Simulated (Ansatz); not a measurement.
Relaxation of Si$_{9}$W$_{5}$

These are results of DFT PBE, scalar-relativistic, plane waves, PAW in Ansatz 0.2.0, not measurements. (420 eV cutoff, 4×4×4 k-mesh, Gaussian smearing of 0.10 eV, no spin polarisation)

What was changed: W interstitial, charge +0, atoms relaxed at the host's cell.

Spin-orbit coupling is left out, which matters for the bands and energies of heavy elements.

In a supercell of 28 atoms the defect feels its periodic images, and the cell reads as a metal on the mesh, so a level in the gap can't be told from a carrier in the bands.

Spin polarisation was left out.

Command:

```bash
ansatz run input.yaml --threads 4 --pin off --max-ram 10240MiB --backend cpu --events-out ev --progress --plain --runs-dir out
```

Input:

```yaml
crystal:
  lattice:
    - [0.0, 0.0, 7.8668279295]
    - [-4.8434929826, 4.8434929826, 3.9334139647]
    - [-4.8434929826, -4.8434929826, 3.9334139647]
  atoms:
    - { symbol: Si, position: [0.0012410717, 0.3333333333, 0.3333333333] }
    - { symbol: Si, position: [0.6679077384, 0.0, 0.3333333333] }
    - { symbol: Si, position: [0.3345744051, 0.0, 0.0] }
    - { symbol: Si, position: [0.0012410717, 0.0, 0.6666666667] }
    - { symbol: Si, position: [0.3345744051, 0.6666666667, 0.3333333333] }
    - { symbol: Si, position: [0.0012410717, 0.6666666667, 0.0] }
    - { symbol: Si, position: [0.6679077384, 0.3333333333, 0.0] }
    - { symbol: Si, position: [0.3345744051, 0.3333333333, 0.6666666667] }
    - { symbol: Si, position: [0.6679077384, 0.6666666667, 0.6666666667] }
    - { symbol: Si, position: [0.3320922616, 0.3333333333, 0.3333333333] }
    - { symbol: Si, position: [0.9987589283, 0.0, 0.3333333333] }
    - { symbol: Si, position: [0.6654255949, 0.0, 0.0] }
    - { symbol: Si, position: [0.3487920283, -0.0137140174, 0.6462636834] }
    - { symbol: Si, position: [0.6654255949, 0.6666666667, 0.3333333333] }
    - { symbol: Si, position: [0.3189040275, 0.674296828, -0.0024466548] }
    - { symbol: Si, position: [0.9987589283, 0.3333333333, 0.0] }
    - { symbol: Si, position: [0.6654255949, 0.3333333333, 0.6666666667] }
    - { symbol: Si, position: [0.9987589283, 0.6666666667, 0.6666666667] }
    - { symbol: W, position: [0.0, 0.3333333333, 0.6666666667] }
    - { symbol: W, position: [0.6666666667, 0.0, 0.6666666667] }
    - { symbol: W, position: [0.3333333333, 0.0, 0.3333333333] }
    - { symbol: W, position: [0.0099510313, -0.0067536857, 1.0121853553] }
    - { symbol: W, position: [0.3189211405, 0.6698906847, 0.6561511505] }
    - { symbol: W, position: [0.0, 0.6666666667, 0.3333333333] }
    - { symbol: W, position: [0.6666666667, 0.3333333333, 0.3333333333] }
    - { symbol: W, position: [0.3333333333, 0.3333333333, 1.0] }
    - { symbol: W, position: [0.6666666667, 0.6666666667, 1.0] }
    - { symbol: W, position: [0.2672797296, 0.8314137045, 0.8168009715] }
basis:
  ecutwfc: 420
  xc_grid: 2
kpoints:
  mp_grid: { grid: [4, 4, 4], shift: [0.0, 0.0, 0.0] }
hamiltonian:
  xc: pbe
scf:
  occupations: { method: gaussian, width: 0.1 }
output:
  forces: true
  stress: false
  eigenvalues: true
  write_density: true
  write_potential: true
  elf: true
  volumetric_format: npy
relax:
  adjacent_minimum: "off"
  f_tol: 0.025
  max_steps: 45
```

F is the free energy.

Steps:

| step | F − F(1) (eV) | largest force component (eV/Å) |
| --- | --- | --- |
| 1 | 0.0000 | 37.593 |
| 2 | -18.1360 | 19.407 |
| 3 | -26.4803 | 8.780 |
| 4 | -29.7178 | 3.222 |
| 5 | -30.9871 | 2.403 |
| 6 | -31.5881 | 1.109 |
| 7 | -31.9173 | 0.741 |
| 8 | -32.1983 | 0.611 |
| 9 | -32.2733 | 0.588 |
| 10 | -32.3567 | 0.428 |
| 11 | -32.3774 | 0.146 |
| 12 | -32.3848 | 0.034 |
| 13 | -32.3852 | 0.015 |

Relaxed structure:

```xyz
28
Lattice="0.0000 0.0000 7.8668 -4.8435 4.8435 3.9334 -4.8435 -4.8435 3.9334" Properties=species:S:1:pos:R:3 pbc="T T T"
Si   -3.2204   -0.1031    2.5703
Si   -1.1756   -1.7913    6.4535
Si   -0.2506   -0.1042    2.6413
Si   -3.2204   -3.3741    2.6973
Si   -4.8314    1.5937    6.5035
Si   -3.2204    3.2324    2.5415
Si   -1.6096    1.5937    6.5034
Si   -5.2658   -1.7913    6.4530
Si   -6.1899   -0.1041   10.5077
Si   -3.2206    0.2034    5.1901
Si   -1.6521   -1.7197    9.1268
Si   -0.0025    0.0058    5.1898
Si   -3.2207   -1.9041    5.8272
Si   -4.7232    1.5172    9.0562
Si   -3.2207    3.1072    5.1494
Si   -1.7176    1.5170    9.0562
Si   -4.7886   -1.7199    9.1264
Si   -6.4384    0.0058   13.0566
W    -4.8375   -1.7216    3.9054
W    -3.2203   -3.2686    7.9624
W    -1.6036   -1.7215    3.9056
W    -5.0557   -4.9388    3.7992
W    -6.2287   -0.0953    7.7326
W    -4.7678    1.5441    3.8904
W    -3.2203   -0.0941    7.7915
W    -6.5167   -3.2994    7.8239
W    -8.0641   -1.6123   11.7007
W    -8.0640    0.6394    9.2988
```

The run converged. It took 20 min on 4 threads of Arm Neoverse V1, on a shared host, peak memory 2.1 GiB.